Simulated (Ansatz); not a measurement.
Structure types of Os at zero pressure (relativity switched off)

Structure types of Os are relaxed in primitive cells with their symmetry kept at 0 GPa, first on PAW files, then by LAPW. The enthalpy is E + pV at zero temperature, without zero-point motion. Only the types listed were tried, and differences under about 5 meV/atom are mesh noise.

All numbers are PBE results (non-relativistic) from Ansatz 0.2.0, with Fermi–Dirac smearing of 0.05 eV, no spin polarisation. Methods: LAPW: all electrons, basis error target 0.5 meV/atom.

k meshes: fcc 18×18×18, bcc 19×19×19, hcp 17×17×9.

Task: Which type is lowest in enthalpy, and by how much?

Result: hcp, 109 meV/atom below fcc. The whole table:

```json
{"start type": "fcc", "ends as": "fcc, Fm-3m", "a, b, c (Å)": "3.974, 3.974, 3.974", "V (Å³/atom)": "15.69", "H − H(lowest), LAPW (meV/atom)": "109.2"}
{"start type": "bcc", "ends as": "bcc, Im-3m", "a, b, c (Å)": "3.185, 3.185, 3.185", "V (Å³/atom)": "16.16", "H − H(lowest), LAPW (meV/atom)": "648.3"}
{"start type": "hcp", "ends as": "hcp, P6_3/mmc", "a, b, c (Å)": "2.840, 2.840, 4.477", "V (Å³/atom)": "15.63", "H − H(lowest), LAPW (meV/atom)": "0.0"}
```
